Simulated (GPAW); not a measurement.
Runs of GPAW 26.7.0 on Zn. Symmetry: Pm-3m, No. 221, cubic system. The conventional cell has a = 3.771 Å, b = 3.771 Å, c = 3.771 Å, α = 90.00°, β = 90.00°, γ = 90.00°. Zn (site symmetry 4/mmm) is surrounded by 8 Zn at 2.67 Å. The cell was built by a generator and needn't be a form met in nature.

| level | potentials or basis | eigensolver | pressure (GPa) |
| --- | --- | --- | --- |
| PBEsol | PAW data sets generated in the run's folder for this functional, pw | - | -4.6 |
| revPBE | the program's PAW data sets (release 1.2.1) made for this functional, pw | - | 1.3 |
| RPBE | the program's PAW data sets (release 1.2.1) made for this functional, pw | - | 2.1 |
| r2SCAN | GPAW PAW data sets (gpaw-data 1.2.1), pw | - | (b) |
| BLYP | PAW data sets generated in the run's folder for this functional, pw | davidson | (a) |

Alike in all rows: task band structure; no spin polarisation; cell as given; k mesh 7 × 7 × 7; cutoff (eV) 600; smearing fermi-dirac 0.05 eV.

Q: Fill in the values left out.

A: (a) 3.8; (b) -3.6.

Caveats: the PAW data sets were made with another functional, which shifts forces and pressure a little (some runs).

Runs at the PBE level aren't shown here.
